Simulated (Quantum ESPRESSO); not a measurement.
# Sb under changes of volume

One of the cells (30.206 Å³/atom); the others are scaled copies at fixed shape and fractional positions:

```
Sb
1.0
     2.15420    1.24373    3.75800
    -2.15420    1.24373    3.75800
     0.00000   -2.48746    3.75800
Sb
2
Cartesian
  0.0000 0.0000 8.6416
  0.0000 0.0000 2.6324
```

```yaml
Program: Quantum ESPRESSO 7.5
Functional: PBEsol
Potentials_or_basis: GBRV 1.5 PBEsol
Cutoff: 612 eV
Density_cutoff: 4898 eV
k_mesh: 8 × 8 × 8
Occupations: fermi-dirac, width 0.05 eV
Spin: no spin polarisation
```

| volume (Å³/atom) | energy over the lowest point (meV/atom) | pressure (GPa) | largest force (eV/Å) |
| --- | --- | --- | --- |
| 28.393 | 23.02 | 4.0 | 0.461 |
| 28.998 | 10.08 | 2.4 | 0.337 |
| 29.602 | 2.62 | 1.1 | 0.220 |
| 30.206 | 0.00 | -0.1 | 0.111 |
| 30.810 | 1.75 | -1.2 | 0.009 |
| 31.414 | 7.39 | -2.2 | 0.084 |
| 32.018 | ? | ? | ? |

Q: What does the run at 32.018 Å³/atom give?

A: Energy over the lowest point 16.53 meV/atom; pressure -3.1 GPa; largest force 0.171 eV/Å.

Worked out: A Birch-Murnaghan fit of order 3 (a polynomial in V^(-2/3)) to the other rows has its minimum at 30.25 Å³/atom with B0 = V·E''(V) = 57 GPa and B' = 4.5 at fixed shape and positions, which overstates the stiffness. It gives 16.52 meV/atom at 32.018 Å³/atom, against the run's 16.53, and -dE/dV = -2.9 GPa, against -3.1.

Energies are extrapolated to zero smearing.
